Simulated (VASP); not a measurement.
TePb, 2 atoms in the cell. The structure is cubic, space group Fm-3m (No. 225). Conventional cell: a = 6.535 Å, b = 6.535 Å, c = 6.535 Å, α = 90.00°, β = 90.00°, γ = 90.00°. Te (site symmetry m-3m) is surrounded by 6 Pb at 3.27 Å. Pb (site symmetry m-3m) has 6 Te at 3.27 Å as nearest neighbours. 

| Quantity | Value |
| --- | --- |
| Program | VASP 6.6.1 |
| Task | relaxation of cell and atoms |
| Functional | r2SCAN |
| Potentials or basis | VASP PAW PBE potentials, release 64 (Te, Pb_d) |
| Cutoff | 600 eV |
| k mesh | 8 × 8 × 8 |
| Occupations | gaussian, width 0.03 eV |
| Spin | no spin polarisation |
| Further INCAR settings | ALGO = Normal; EDIFF = 1e-07; IBRION = 2; EDIFFG = -0.005; NSW = 90; ISIF = 3 |

Potentials or basis: VASP PAW PBE potentials, release 64 (Te, Pb_d).

Command:

```console
$ cat potpaw_PBE.64/Te/POTCAR potpaw_PBE.64/Pb_d/POTCAR > POTCAR
$ mpirun -np 1 vasp_std > vasp.out
```

Hardware: 1 thread of Intel(R) Xeon(R) Platinum 8488C (Sapphire Rapids) (shared host).

Problem. Estimate the wall time of this run.

Solution. Wall time 2.4 min on 1 thread of Intel(R) Xeon(R) Platinum 8488C (Sapphire Rapids) (shared host), peak memory 0.27 GiB. Counts: scf iterations 25, k points 29, ion steps 1.
